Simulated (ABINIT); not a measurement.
# ZnSe (Stilleite) (F-43m) in ABINIT: further runs, part 2 of 2

ABINIT 10.8.3 (patched build).

### Step 4. Band structure, r2SCAN

Contents of run.abi:

```
ndtset 2

pp_dirpath "./"
pseudos "Se.hgh, Zn.hgh"

acell 7.5732633804 7.5732633804 7.5732633804
rprim
     0.0000000000     0.7071067812     0.7071067812
     0.7071067812     0.0000000000     0.7071067812
     0.7071067812     0.7071067812     0.0000000000
ntypat 2
znucl 34 30
natom 2
typat 1 2
xred
     0.7500000000     0.7500000000     0.7500000000
     0.0000000000     0.0000000000     0.0000000000

ecut 24.0

ixc -497498
usekden 1

occopt 3
tsmear 0.00183747

nstep 100

iomode 3
prtwf 0
prteig 0
prtebands 0
enunit 1
prtden1 1
prtkden1 1
prtvha1 1
prtvclmb1 1
prtpot1 1
prtelf1 1

kptopt1 1
ngkpt1 8 8 8
nshiftk1 1
shiftk1 0.0 0.0 0.0
nband1 8
tolvrs1 1.0e-9

iscf2 -2
getden2 1
getkden2 1
nband2 12
nbdbuf2 2
tolwfr2 1.0e-12
kptopt2 -9
ndivsm2 6
prteig2 1
kptbounds2
     0.0000000000     0.0000000000     0.0000000000
     0.5000000000     0.0000000000     0.5000000000
     0.5000000000     0.2500000000     0.7500000000
     0.3750000000     0.3750000000     0.7500000000
     0.0000000000     0.0000000000     0.0000000000
     0.5000000000     0.5000000000     0.5000000000
     0.6250000000     0.2500000000     0.6250000000
     0.5000000000     0.2500000000     0.7500000000
     0.5000000000     0.5000000000     0.5000000000
     0.3750000000     0.3750000000     0.7500000000
```

Potentials or basis: HGH LDA.

Launch:

```
$ abinit run.abi > log 2>&1
```

run.abo:

```text
.Version 10.8.3 of ABINIT
 DATASET    1 : space group F-4 3 m (#216); Bravais cF (face-center cubic)
================================================================================
 Values of the parameters that define the memory need for DATASET  1.
     intxc =       0    ionmov =       0      iscf =       7    lmnmax =       6
     lnmax =       6     mgfft =      36  mpssoang =       3    mqgrid =    3001
     natom =       2  nloc_mem =       1    nspden =       1   nspinor =       1
    nsppol =       1      nsym =      24    n1xccc =       0    ntypat =       2
    occopt =       3   xclevel =       2
       mpw =        1747          nfft =       46656          nkpt =          29
================================================================================
================================================================================

 DATASET    2 : space group F-4 3 m (#216); Bravais cF (face-center cubic)
================================================================================
 Values of the parameters that define the memory need for DATASET  2.
     intxc =       0    ionmov =       0      iscf =      -2    lmnmax =       6
     lnmax =       6     mgfft =      36  mpssoang =       3    mqgrid =    3001
     natom =       2  nloc_mem =       1    nspden =       1   nspinor =       1
    nsppol =       1      nsym =      24    n1xccc =       0    ntypat =       2
    occopt =       3   xclevel =       2
       mpw =        1755          nfft =       46656          nkpt =         103
================================================================================
================================================================================

--------------------------------------------------------------------------------
------------- Echo of variables that govern the present computation ------------
--------------------------------------------------------------------------------
 -outvars: echo values of preprocessed input variables --------
            acell      7.5732633804E+00  7.5732633804E+00  7.5732633804E+00 Bohr
              amu      7.89600000E+01  6.53900000E+01
             ecut      2.40000000E+01 Hartree
           enunit           1
           getden1          0
           getden2          1
[... 841 lines left out ...]
 length scales=  7.573263380400  7.573263380400  7.573263380400 bohr
              =  4.007598390355  4.007598390355  4.007598390355 angstroms
 Eigenvalues (   eV  ) for nkpt= 103  k points:
 kpt#   1, nband= 12, wtk=  1.00000, kpt=  0.0000  0.0000  0.0000 (reduced coord)
 -12.18775    1.17040    1.17040    1.17040    3.44786    8.03734    8.03734    8.03734
  12.71449   13.56226   13.56226   15.88484
 kpt#   2, nband= 12, wtk=  1.00000, kpt=  0.0294  0.0000  0.0294 (reduced coord)
 -12.17928    1.05936    1.14679    1.14679    3.56671    7.98351    8.07759    8.07759
  12.79467   13.37688   13.57764   15.92314
 kpt#   3, nband= 12, wtk=  1.00000, kpt=  0.0588  0.0000  0.0588 (reduced coord)
 -12.15397    0.77817    1.07830    1.07830    3.86973    7.83331    8.19617    8.19617
  12.87425   13.08452   13.62378   16.00697
 kpt#   4, nband= 12, wtk=  1.00000, kpt=  0.0882  0.0000  0.0882 (reduced coord)
 -12.11257    0.41026    0.97017    0.97017    4.26888    7.61321    8.38703    8.38703
  12.35382   13.42059   13.70057   16.15905
 kpt#   5, nband= 12, wtk=  1.00000, kpt=  0.1176  0.0000  0.1176 (reduced coord)
 -12.05544    0.00660    0.83118    0.83118    4.70465    7.35165    8.64168    8.64168
  11.79885   13.80788   13.88349   16.37200
 kpt#   6, nband= 12, wtk=  1.00000, kpt=  0.1471  0.0000  0.1471 (reduced coord)
 -11.98365   -0.40737    0.67027    0.67027    5.13704    7.07173    8.95072    8.95072
[... 278 lines left out ...]
 -11.08468   -3.45433   -1.22931   -0.03096    5.95442    8.19838   10.05635   10.42016
  12.88871   14.31445   16.34200   17.63150
 kpt# 100, nband= 12, wtk=  1.00000, kpt=  0.4125  0.4125  0.6750 (reduced coord)
 -11.03983   -3.38458   -1.49575   -0.14261    5.91267    8.36033   10.33474   10.51014
  12.55483   14.15647   17.09769   17.97502
 kpt# 101, nband= 12, wtk=  1.00000, kpt=  0.4000  0.4000  0.7000 (reduced coord)
 -10.99936   -3.34122   -1.67582   -0.24668    5.81559    8.33073   10.53832   10.96677
  12.25442   14.07563   17.73768   18.43826
 kpt# 102, nband= 12, wtk=  1.00000, kpt=  0.3875  0.3875  0.7250 (reduced coord)
 -10.96782   -3.33508   -1.75050   -0.33816    5.70814    8.10031   10.99226   11.38260
  12.00250   14.10841   17.98629   19.20862
 kpt# 103, nband= 12, wtk=  1.00000, kpt=  0.3750  0.3750  0.7500 (reduced coord)
 -10.94967   -3.35836   -1.72199   -0.41313    5.61371    7.77638   11.42808   11.70292
  11.93735   14.30118   17.92685   19.91463

== END DATASET(S) ==============================================================
================================================================================

 -outvars: echo values of variables after computation  --------
            acell      7.5732633804E+00  7.5732633804E+00  7.5732633804E+00 Bohr
           etotal1    -1.0719435117E+01
            fcart1     2.3324090910E-31  2.3324090910E-31  2.3324090910E-31
                      -2.3324090910E-31 -2.3324090910E-31 -2.3324090910E-31
            rprim      0.0000000000E+00  7.0710678120E-01  7.0710678120E-01
                       7.0710678120E-01  0.0000000000E+00  7.0710678120E-01
                       7.0710678120E-01  7.0710678120E-01  0.0000000000E+00
           strten1     4.3863573274E-04  4.3863573274E-04  4.3863573274E-04
                       0.0000000000E+00  0.0000000000E+00  0.0000000000E+00
           xangst      4.2506999972E+00  4.2506999972E+00  4.2506999972E+00
                       0.0000000000E+00  0.0000000000E+00  0.0000000000E+00
             xred      7.5000000000E-01  7.5000000000E-01  7.5000000000E-01
                       0.0000000000E+00  0.0000000000E+00  0.0000000000E+00
 Calculation completed.
```

Run time: 2.5 min. Hardware: 1 thread of Arm Neoverse V1, shared host; peak memory 0.11 GiB.

Results:

- Free energy: -291.6907 eV
- Band gap on the k mesh: 2.28 eV, direct
- Valence electrons inside the program's atomic spheres: Se 3.32; Zn 0.61

Levels at the corners of the path, in eV from the valence-band top:
```tsv
point	band 1	band 2	band 3	band 4	band 5	band 6	band 7	band 8	band 9
Γ	-13.36	0.00	0.00	0.00	2.28	6.87	6.87	6.87	11.54
X	-12.11	-4.76	-1.93	-1.93	3.81	4.28	12.26	12.60	12.60
W	-12.09	-4.45	-2.70	-2.33	6.33	6.63	8.14	8.75	13.01
K	-12.12	-4.53	-2.89	-1.58	4.44	6.61	10.26	10.53	10.77
Γ	-13.36	0.00	0.00	0.00	2.28	6.87	6.87	6.87	11.54
L	-12.43	-4.94	-0.74	-0.74	3.47	7.38	7.38	9.82	12.60
U	-12.12	-4.53	-2.89	-1.58	4.44	6.61	10.26	10.53	10.77
W	-12.09	-4.45	-2.70	-2.33	6.33	6.63	8.14	8.75	13.01
L	-12.43	-4.94	-0.74	-0.74	3.47	7.38	7.38	9.82	12.60
K	-12.12	-4.53	-2.89	-1.58	4.44	6.61	10.26	10.53	10.77
```

Caveat: HGH potentials are hard and often keep d shells in the core, so these values are rough. r2SCAN opens gaps a little over a GGA but as a rule still falls short of measured ones.

### Step 5. Band structure, WC

run.abi: that of step 4 with these lines changed.

```diff
@@ -1,7 +1,10 @@
+# Datasets: ground state, then fixed potential
 ndtset 2
 
+# Pseudopotentials
 pp_dirpath "./"
-pseudos "Se.hgh, Zn.hgh"
+pseudos "Se.GGA_PBE-JTH.xml, Zn.GGA_PBE-JTH.xml"
 
-acell 7.5732633804 7.5732633804 7.5732633804
+# Structure
+acell 4.0075983931 4.0075983931 4.0075983931 Angstrom
 rprim
@@ -14,16 +17,21 @@
 typat 1 2
-xred
-     0.7500000000     0.7500000000     0.7500000000
+xcart
+     8.0326588379     8.0326588379     8.0326588379
      0.0000000000     0.0000000000     0.0000000000
 
-ecut 24.0
+# Plane-wave basis
+ecut 544.227725 eV
+pawecutdg 40.0
 
-ixc -497498
-usekden 1
+# Exchange and correlation
+ixc 23
 
+# Bands and occupations
 occopt 3
-tsmear 0.00183747
+tsmear 0.05 eV
 
+# SCF cycle
 nstep 100
 
+# Output
 iomode 3
@@ -32,10 +40,6 @@
 prtebands 0
-enunit 1
+enunit 2
 prtden1 1
-prtkden1 1
-prtvha1 1
-prtvclmb1 1
-prtpot1 1
-prtelf1 1
 
+# Dataset 1
 kptopt1 1
@@ -44,9 +48,9 @@
 shiftk1 0.0 0.0 0.0
-nband1 8
+nband1 13
 tolvrs1 1.0e-9
 
+# Dataset 2: bands along G-X-W-K-G-L-U-W-L-K
 iscf2 -2
 getden2 1
-getkden2 1
-nband2 12
+nband2 17
 nbdbuf2 2
@@ -54,4 +58,5 @@
 kptopt2 -9
-ndivsm2 6
+ndivsm2 8
 prteig2 1
+prtvol2 -3
 kptbounds2
```

Potentials or basis: JTH PAW PBE v2.0.

Launch:

```
$ abinit run.abi > log 2>&1
```

Wall time 2 min (1 thread of Arm Neoverse V1, shared host); peak memory 0.15 GiB.

The run converged. Its results:

```
Free energy                                           : -2013.6251 eV
Band gap on the k mesh                                : 1.13 eV, direct
Valence electrons inside the program's atomic spheres : Se 4.01; Zn 10.77
```

Levels at the corners of the path, in eV from the valence-band top:
| point | band 6 | band 7 | band 8 | band 9 | band 10 | band 11 | band 12 | band 13 |
| --- | --- | --- | --- | --- | --- | --- | --- | --- |
| Γ | -6.19 | 0.00 | 0.00 | 0.00 | 1.13 | 5.74 | 5.74 | 5.74 |
| X | -6.02 | -4.79 | -2.20 | -2.20 | 2.82 | 3.36 | 10.57 | 11.18 |
| W | -5.89 | -4.73 | -2.80 | -2.70 | 5.35 | 5.50 | 6.87 | 7.59 |
| K | -5.93 | -4.76 | -3.13 | -1.81 | 3.45 | 5.50 | 8.93 | 9.23 |
| Γ | -6.19 | 0.00 | 0.00 | 0.00 | 1.13 | 5.74 | 5.74 | 5.74 |
| L | -6.03 | -5.28 | -0.87 | -0.87 | 2.42 | 6.32 | 6.32 | 8.38 |
| U | -5.93 | -4.76 | -3.13 | -1.81 | 3.45 | 5.50 | 8.93 | 9.23 |
| W | -5.89 | -4.73 | -2.80 | -2.70 | 5.35 | 5.50 | 6.87 | 7.59 |
| L | -6.03 | -5.28 | -0.87 | -0.87 | 2.42 | 6.32 | 6.32 | 8.38 |
| K | -5.93 | -4.76 | -3.13 | -1.81 | 3.45 | 5.50 | 8.93 | 9.23 |

### Step 6. How close it comes

Step 5. Measured gap of ZnSe: 2.695 eV (an exciton energy, a little under the gap; 300 K; “Alloy Disordering Effects on the Thermal Conductivity and Energy Gap Temperature Dependence of Cd1−xZnxSe Ternary Crystals Grown by the Bridgman Method”, 2023, pmc:10253836). This calculation gives 1.13 eV (-1.57 eV). So large a miss can be the level of theory's own, or it may mean another phase, state or a wrong row. Spin-orbit coupling on Se is left out. The value is that of WC, without temperature or zero-point motion. Semilocal functionals fall short of measured gaps as a rule.
